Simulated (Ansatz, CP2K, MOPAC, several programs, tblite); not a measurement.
Energy against volume for RbBr in the rocksalt structure, at fixed shape and fractional coordinates, computed by several methods (PBE and r2SCAN, where shown, with plane waves in Ansatz); the cell shown is that of r2SCAN. The symmetry is Fm-3m (No. 225, cubic); conventional cell a = 6.922 Å, 41.45 Å³ an atom. Rb is surrounded by 6 Br at 3.46 Å; Br is surrounded by 6 Rb at 3.46 Å. Calculated for a static, non-magnetic cell. Energies count from each curve's lowest point; fits are third-order Birch-Murnaghan.

```cif
data_structure
_symmetry_space_group_name_H-M 'P 1'
_symmetry_Int_Tables_number 1
_cell_length_a 4.8943
_cell_length_b 4.8943
_cell_length_c 4.8943
_cell_angle_alpha 60.000
_cell_angle_beta 60.000
_cell_angle_gamma 60.000
_cell_volume 82.90
loop_
_atom_site_label
_atom_site_type_symbol
_atom_site_fract_x
_atom_site_fract_y
_atom_site_fract_z
_atom_site_occupancy
Rb1 Rb 0.00000 0.00000 0.00000 1
Br1 Br 0.50000 0.50000 0.50000 1
```

Q: PBE/SZV (CP2K), on the shape of the cell shown, gives
```tsv
V (Å³/atom)	E (meV/atom)
36.477	99.92
38.964	42.35
41.451	11.62
43.938	0.00
46.426	2.09
```
What equilibrium volume and bulk modulus follow?

A: V₀ = 44.71 Å³ an atom and B₀ = 14 GPa.

PM7 (MOPAC), on the shape of the cell shown, as a cluster of 64 atoms at the zone centre:
```tsv
V (Å³/atom)	E (meV/atom)
36.477	664.05
38.964	358.18
41.451	161.59
43.938	51.17
46.426	0.00
```
The lowest point is an end point, so the minimum isn't bracketed.

GFN2-xTB (tblite), on the shape of the cell shown, as a cluster of 64 atoms at the zone centre:

| V (Å³/atom) | E (meV/atom) |
| --- | --- |
| 36.477 | 249.16 |
| 38.964 | 160.78 |
| 41.451 | 92.98 |
| 43.938 | 40.70 |
| 46.426 | 0.00 |

The lowest point is an end point, so the minimum isn't bracketed.

PBE/DZVP (CP2K), on the shape of the cell shown:
```
V (Å³/atom)  E (meV/atom)
     36.477         64.94
     38.964         25.12
     41.451          5.42
     43.938          0.00
     46.426          4.78
```
V₀ = 43.88 Å³ an atom and B₀ = 12 GPa.

r2SCAN, on the shape of its own relaxed cell:
```
V (Å³/atom)  E (meV/atom)
     38.964          7.87
     40.208          1.97
     41.451          0.00
     42.695          1.35
     43.938          5.45
```
V₀ = 41.53 Å³ an atom and B₀ = 14 GPa.
